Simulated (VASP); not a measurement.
# KCl (Sylvite) (Fm-3m) in VASP: further runs

Aim: see how the results for KCl (Sylvite) move with the level of theory and the settings. Levels: LDA, PBE. Tasks: single point.

Program: VASP 6.6.1. These are calculated values, not measurements. Logs are shortened: lines on timing, memory, paths and dates and some standing lists are left out, and cuts for length are marked.

**Measured values to compare with.**

A printed reference work, monograph reports, for a bulk crystal of KCl: band gap 8.68 eV.

The results are compared with them further down.

**1. The cell of the first run**

Symmetry: Fm-3m, No. 225, cubic system. Conventional cell: a = 6.208 Å, b = 6.208 Å, c = 6.208 Å, α = 90.00°, β = 90.00°, γ = 90.00°. Within 4.1 Å of K (site symmetry m-3m) lie 6 Cl at 3.10 Å. Within 4.1 Å of Cl (site symmetry m-3m) lie 6 K at 3.10 Å.

**2. Single point, LDA (volume scaled by 0.96)**

Input file INCAR:

```
SYSTEM = KCl
ALGO = Normal
EDIFF = 1E-6
ENCUT = 520
GGA = CA
ISIF = 2
ISMEAR = -1
LASPH = .True.
LCHARG = .False.
LREAL = .False.
LWAVE = .False.
NBANDS = 15
NELM = 80
PREC = Accurate
SIGMA = 0.05
```

Input file KPOINTS:

```
k-points
0
Gamma
  7 7 7
  0 0 0
```

Input file POSCAR:

```
KCl
1.0
    0.0000000000      3.1039449222      3.1039449222
    3.1039449222      0.0000000000      3.1039449222
    3.1039449222      3.1039449222      0.0000000000
K Cl
1 1
Direct
    0.0000000000      0.0000000000      0.0000000000
    0.5000000000      0.5000000000      0.5000000000
```

Potentials or basis: VASP PAW LDA potentials, release 64 (K_sv, Cl).

Command:

```
$ cat potpaw_LDA.64/K_sv/POTCAR potpaw_LDA.64/Cl/POTCAR > POTCAR
$ mpirun -np 1 vasp_std > vasp.out
```

OUTCAR:

```text
SYSTEM = KCl
   EDIFF = 1E-6
   ENCUT = 520
   GGA = CA
   ISIF = 2
   ISMEAR = -1
   LASPH = .True.
   LREAL = .False.
   NELM = 80
   PREC = Accurate

 ion  position               nearest neighbor table
   1  0.000  0.000  0.000-   2 3.10   2 3.10   2 3.10   2 3.10   2 3.10   2 3.10
   2  0.500  0.500  0.500-   1 3.10   1 3.10   1 3.10   1 3.10   1 3.10   1 3.10

  LATTYP: Found a face centered cubic cell.
 ALAT       =     6.2078898444

  Lattice vectors:

 A1 = (   0.0000000000,   3.1039449222,   3.1039449222)
 A2 = (   3.1039449222,   0.0000000000,   3.1039449222)
 A3 = (   3.1039449222,   3.1039449222,   0.0000000000)

Analysis of symmetry for initial positions (statically):
=====================================================================
 Subroutine PRICEL returns:
 Original cell was already a primitive cell.

 Routine SETGRP: Setting up the symmetry group for a
 face centered cubic supercell.

 Subroutine GETGRP returns: Found 48 space group operations
 (whereof 48 operations were pure point group operations)
 out of a pool of 48 trial point group operations.

The static configuration has the point symmetry O_h .

Analysis of symmetry for dynamics (positions and initial velocities):
=====================================================================
 Subroutine PRICEL returns:
 Original cell was already a primitive cell.

 Routine SETGRP: Setting up the symmetry group for a
 face centered cubic supercell.

 Subroutine GETGRP returns: Found 48 space group operations
 (whereof 48 operations were pure point group operations)
 out of a pool of 48 trial point group operations.

The dynamic configuration has the point symmetry O_h .

 Subroutine INISYM returns: Found 48 space group operations
 (whereof 48 operations are pure point group operations),
 and found     1 'primitive' translations

----------------------------------------------------------------------------------------

                                     Primitive cell

  volume of cell :      59.8098

  direct lattice vectors                    reciprocal lattice vectors
     0.000000000  3.103944922  3.103944922    -0.161085333  0.161085333  0.161085333
     3.103944922  0.000000000  3.103944922     0.161085333 -0.161085333  0.161085333
     3.103944922  3.103944922  0.000000000     0.161085333  0.161085333 -0.161085333

  length of vectors
     4.389641006  4.389641006  4.389641006     0.279007980  0.279007980  0.279007980

  position of ions in fractional coordinates (direct lattice)
[... 84 lines left out ...]
   PSTRESS=    0.0 pullay stress
   NELECT =      16.0000    total number of electrons
   NUPDOWN=      -1.0000    fix difference up-down
   EMIN   =  10.00;   EMAX   =-10.00  energy-range for DOS
   EFERMI =   0.00;   METHOD = LEGACY
   ISMEAR =    -1;   SIGMA  =   0.05  broadening in eV -4-tet -1-fermi 0-gaus
   EFERMI_NEDOS =   21; number of points for ismear=-14 and -15
   IALGO  =     38    algorithm
   IMIX   =      4    mixing-type and parameters
     AMIX     =   0.40;   BMIX     =  1.00
     AMIX_MAG =   1.60;   BMIX_MAG =  1.00
  volume/ion in A,a.u.               =      29.90       201.81
  Fermi-wavevector in a.u.,A,eV,Ry     =   1.054850  1.993378 15.139326  1.112709
  Thomas-Fermi vector in A             =   2.190026
   LORBIT       =      0    0 simple, 1 ext, 2 COOP (PROOUT), +10 PAW based schemes
   GGA     = CA    functional components
   LHFCALC =     F    Hartree Fock is set to
   AEXX    =    0.0000 exact exchange contribution
   IVDW    =     0    specifies the selected vdW correction
   LEPSILON=     F    determine dielectric tensor
   LRPA    =     F    only Hartree local field effects (RPA)
 non-spin polarized calculation
  energy-cutoff  :      520.00
  volume of cell :       59.81
 maximum number of plane-waves:      1639
 NGX is ok and might be reduce to    36
   NGX = 17   NGY = 17   NGZ = 17

 number of electron      16.0000002 magnetization

 Free energy of the ion-electron system (eV)
  ---------------------------------------------------
  ext. energy  EPLUGINS =         0.00000000
  ---------------------------------------------------
  free energy    TOTEN  =        -7.39411002 eV

  energy without entropy =       -7.39411002  energy(sigma->0) =       -7.39411002

 E-fermi :  -0.8503     XC(G=0):  -8.2808

 val. band max:       -1.9138584709   @ k =   0.0000   0.0000   0.0000
 cond. band min:       2.9705034006   @ k =   0.0000   0.0000   0.0000
 fundamental gap:      4.8843618715
 Fermi energy:        -0.8502651599

 k-point     1 :       0.0000    0.0000    0.0000
  band No.  band energies     occupation
      1     -28.6519      2.00000
      2     -13.9889      2.00000
      3     -12.3511      2.00000
      4     -12.3511      2.00000
      5     -12.3511      2.00000
      6      -1.9139      2.00000
      7      -1.9139      2.00000
      8      -1.9139      2.00000
      9       2.9705      0.00000
     10       6.1867      0.00000
     11       6.1867      0.00000
     12       6.1867      0.00000
     13       7.1459      0.00000
     14       7.1459      0.00000
[... 329 lines left out ...]
      2     -14.0005      2.00000
      3     -12.4864      2.00000
      4     -12.4401      2.00000
      5     -12.2478      2.00000
      6      -2.5761      2.00000
      7      -2.4758      2.00000
      8      -2.3259      2.00000
      9       5.5043      0.00000
     10       6.2484      0.00000
     11       7.4720      0.00000
     12       7.9033      0.00000
     13       9.4072      0.00000
     14       9.5401      0.00000
     15      10.3922      0.00000

------------------------ aborting loop because EDIFF is reached ----------------------------------------

  FORCE on cell =-STRESS in cart. coord.  units (eV):
  Direction    XX          YY          ZZ          XY          YZ          ZX
  --------------------------------------------------------------------------------------
  -------------------------------------------------------------------------------------
  Total       -0.4716459     -0.4716459     -0.4716459     -0.0000000      0.0000000      0.0000000
  in kB      -12.6344012    -12.6344012    -12.6344012     -0.0000000      0.0000000      0.0000000
  external PRESSURE =     -12.6344012 kB  Pullay stress =       0.0000000 kB

 VOLUME and BASIS-vectors are now :
 -----------------------------------------------------------------------------
  energy-cutoff  :      520.00
  volume of cell :       59.81
      direct lattice vectors                 reciprocal lattice vectors
     0.000000000  3.103944922  3.103944922    -0.161085333  0.161085333  0.161085333
     3.103944922  0.000000000  3.103944922     0.161085333 -0.161085333  0.161085333
     3.103944922  3.103944922  0.000000000     0.161085333  0.161085333 -0.161085333

 POSITION                                       TOTAL-FORCE (eV/Angst)
 -----------------------------------------------------------------------------------
      0.00000      0.00000      0.00000         0.000000      0.000000      0.000000
      3.10394      3.10394      3.10394         0.000000     -0.000000     -0.000000
 -----------------------------------------------------------------------------------
    total drift:                                0.000000      0.000000      0.000000

  FREE ENERGIE OF THE ION-ELECTRON SYSTEM (eV)
  ---------------------------------------------------
  free  energy   TOTEN  =        -7.3941100209 eV

  energy  without entropy=       -7.3941100209  energy(sigma->0) =       -7.39411002
```

OSZICAR:

```text
N       E                     dE             d eps       ncg     rms          rms(c)
DAV:   1     0.110222810003E+03    0.11022E+03   -0.73164E+03   600   0.980E+02
DAV:   2    -0.456476625008E+00   -0.11068E+03   -0.99980E+02   782   0.256E+02
DAV:   3    -0.739767021505E+01   -0.69412E+01   -0.68998E+01   824   0.551E+01
DAV:   4    -0.767873459940E+01   -0.28106E+00   -0.28100E+00   909   0.104E+01
DAV:   5    -0.768099322334E+01   -0.22586E-02   -0.22586E-02   831   0.103E+00    0.368E+00
DAV:   6    -0.742101266855E+01    0.25998E+00   -0.35573E-01   740   0.324E+00    0.295E+00
DAV:   7    -0.739455559961E+01    0.26457E-01   -0.59299E-02   796   0.155E+00    0.169E+00
DAV:   8    -0.739402059300E+01    0.53501E-03   -0.10115E-02   869   0.777E-01    0.234E-01
DAV:   9    -0.739400220360E+01    0.18389E-04   -0.42512E-04   754   0.125E-01    0.796E-02
DAV:  10    -0.739410932530E+01   -0.10712E-03   -0.66935E-05   685   0.576E-02    0.100E-02
DAV:  11    -0.739411002092E+01   -0.69562E-06   -0.30921E-06   869   0.120E-02
   1 F= -.73941100E+01 E0= -.73941100E+01  d E =-.554342E-10
```

Run time: 19 s. Hardware: 1 thread of AMD EPYC 7R13 (Zen 3), shared host; peak memory 0.14 GiB.

Results:

* Free energy: -7.3941 eV
* Pressure: -1.3 GPa
* Band gap on the k mesh: 4.88 eV, direct

**3. Single point, LDA (volume scaled by 0.98)**

Input file INCAR:

```
SYSTEM = KCl
PREC = Accurate
ENCUT = 520
EDIFF = 1E-6
ISMEAR = -1
SIGMA = 0.05
LREAL = .False.
LASPH = .True.
NELM = 100
ALGO = Normal
ISIF = 2
LWAVE = .False.
LCHARG = .True.
GGA = CA
LELF = .True.
LVHAR = .True.
NBANDS = 15
```

Input file KPOINTS:

```
regular mesh
0
Gamma
  7 7 7
  0 0 0
```

Input file POSCAR:

```
KCl
1.0
    0.0000000000      3.1253521154      3.1253521154
    3.1253521154      0.0000000000      3.1253521154
    3.1253521154      3.1253521154      0.0000000000
K Cl
1 1
Direct
    0.0000000000      0.0000000000      0.0000000000
    0.5000000000      0.5000000000      0.5000000000
```

Potentials or basis: VASP PAW LDA potentials, release 64 (K_sv, Cl).

Command:

```
$ cat potpaw_LDA.64/K_sv/POTCAR potpaw_LDA.64/Cl/POTCAR > POTCAR
$ mpirun -np 1 vasp_std > vasp.out
```

Wall time 20 s (1 thread of AMD EPYC 7R13 (Zen 3), shared host); peak memory 0.14 GiB.

Results (log left out):

```
Free energy            : -7.3832 eV
Pressure               : -1.6 GPa
Band gap on the k mesh : 4.81 eV, direct
```

Levels at points of the mesh, in eV from the valence-band top:
```
           k point  band 6  band 7  band 8  band 9  band 10  band 11
(0.00, 0.00, 0.00)    0.00    0.00    0.00    4.81     8.09     8.09
```

**4. Single point, LDA (volume scaled by 1.04)**

Input file INCAR:

```
  PREC = Accurate
  ENCUT = 520
  EDIFF = 1E-6
  ISMEAR = -1
  SIGMA = 0.05
  LREAL = False
  LASPH = True
  NELM = 60
  ALGO = Normal
  ISIF = 2
  LWAVE = False
  LCHARG = False
  NBANDS = 15
```

Input file KPOINTS:

```
Automatic mesh
0
Gamma
  7 7 7
```

Input file POSCAR:

```
KCl
1.0
    0.0000000000      3.1878756693      3.1878756693
    3.1878756693      0.0000000000      3.1878756693
    3.1878756693      3.1878756693      0.0000000000
K Cl
1 1
Direct
    0.0000000000      0.0000000000      0.0000000000
    0.5000000000      0.5000000000      0.5000000000
```

Command:

```
$ cat potpaw_LDA.64/K_sv/POTCAR potpaw_LDA.64/Cl/POTCAR > POTCAR
$ mpirun -np 1 vasp_std > vasp.out
```

Run time: 19 s. Hardware: 1 thread of AMD EPYC 7R13 (Zen 3), shared host; peak memory 0.14 GiB.

The run converged. Its results:

```
Free energy            : -7.3366 eV
Pressure               : -2.4 GPa
Band gap on the k mesh : 4.62 eV, direct
```

Levels at points of the mesh, in eV from the valence-band top:
```csv
k point,band 4,band 5,band 6,band 7,band 8,band 9,band 10,band 11,band 12,band 13
"(0.00, 0.00, 0.00)",-10.62,-10.62,0.00,0.00,0.00,4.62,8.06,8.06,8.06,8.97
```

 A k mesh can miss the band edges.

(Continued in part 2 of 2.)
